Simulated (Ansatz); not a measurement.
SiMo3:

```
Mo Si
1.0
     4.88900    0.00000    0.00000
     0.00000    4.88900    0.00000
     0.00000    0.00000    4.88900
Mo Si
6 2
Direct
  0.00000 0.50000 0.25000
  0.00000 0.50000 0.75000
  0.50000 0.25000 0.00000
  0.75000 0.00000 0.50000
  0.50000 0.75000 0.00000
  0.25000 0.00000 0.50000
  0.50000 0.50000 0.50000
  0.00000 0.00000 0.00000
```

```yaml
Program: Ansatz 0.2.0
Task: single point
Functional: PBEsol
Potentials_or_basis: Ansatz PAW
Cutoff: "420 eV (not typed: the program's choice for these potentials)"
k_mesh: 6 × 6 × 6
Occupations: fermi-dirac, width 0.05 eV
Spin: no spin polarisation
```

On this cell: pressure -4.4 GPa; largest force zero by symmetry; band gap on the k mesh none (metal or under the smearing width).

The same run follows on a disturbed copy (atoms moved at random, drawn with an rms of 0.05 Å):

```
CELL_PARAMETERS angstrom
4.88900 0.00000 0.00000
0.00000 4.88900 0.00000
0.00000 0.00000 4.88900
ATOMIC_POSITIONS crystal
Mo 0.00350 0.50161 0.24940
Mo 0.99492 0.51684 0.74836
Mo 0.50559 0.25888 0.99842
Mo 0.74926 0.99441 0.50376
Mo 0.50139 0.75080 0.99716
Mo 0.25267 0.00221 0.50679
Si 0.51235 0.48954 0.49797
Si 0.00821 0.99440 0.00170
```

Problem. What changes?

Solution. The energy (extrapolated to zero smearing) moves by +15.7 meV/atom; pressure -3.7 GPa; largest force 1.326 eV/Å; band gap on the k mesh none (metal or under the smearing width).

Forces in eV/Å, atoms in the order of the input:
```
Mo   0.068 -0.054  0.004
Mo   0.670 -1.140  0.092
Mo  -0.166 -0.606  0.126
Mo   0.229  0.430 -0.251
Mo   0.076  0.414  0.292
Mo  -0.121 -0.037 -0.410
Si  -0.546  0.414 -0.004
Si  -0.210  0.580  0.151
```

Stress tensor (GPa, compression positive):
```
-3.76 -0.15 -0.09
-0.15 -3.46 -0.24
-0.09 -0.24 -3.94
```

Caveats: the PAW data sets come from PBE, with cores solved anew for the run's functional, which leaves a small shift of forces and pressure.
